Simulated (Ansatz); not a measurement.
Runs of Ansatz 0.2.0 on Si. Symmetry: P6/mmm, No. 191, hexagonal system. The conventional cell has a = 2.621 Å, b = 2.621 Å, c = 2.466 Å, α = 90.00°, β = 90.00°, γ = 120.00°. Around Si (site symmetry 6/mmm) lie 8 Si at 2.47 to 2.62 Å. This isn't the form of Si at room conditions, which is diamond.

```tsv
task	level	k mesh	points for each segment of the path	mesh quality	gap on the mesh (eV)	pressure (GPa)	V0 of scaled cells (Å³/atom)	B0 (GPa)
single point	PBE0	8 × 8 × 8	-	not flagged	none	(a)	-	-
equation of state	HSE06	8 × 8 × 6	-	coarse	-	-	(b)	118
equation of state	PBE0	8 × 8 × 6	-	coarse	-	-	14.59	130
band structure	HSE06	8 × 8 × 8	4	not flagged	none	1.2	-	-
```

Alike in all rows: potentials or basis Ansatz PAW; no spin polarisation; cell as given; cutoff (eV) 420; smearing fermi-dirac 0.05 eV.

Problem. Estimate the missing entries.

Solution. (a) 1.3; (b) 14.67.

Caveats: some runs use coarse meshes; the PAW data sets come from PBE, with cores solved anew for the run's functional, which leaves a small shift of forces and pressure (some runs); the thresholds are loose for stress (some runs); the cell was scaled at fixed shape and fractional positions, which overstates the stiffness of a crystal with free parameters, most of all of layers and chains (some runs); the PAW data sets were made with another functional, which shifts forces and pressure a little (some runs).

A gap of «none» marks a metal or a gap under the smearing width.
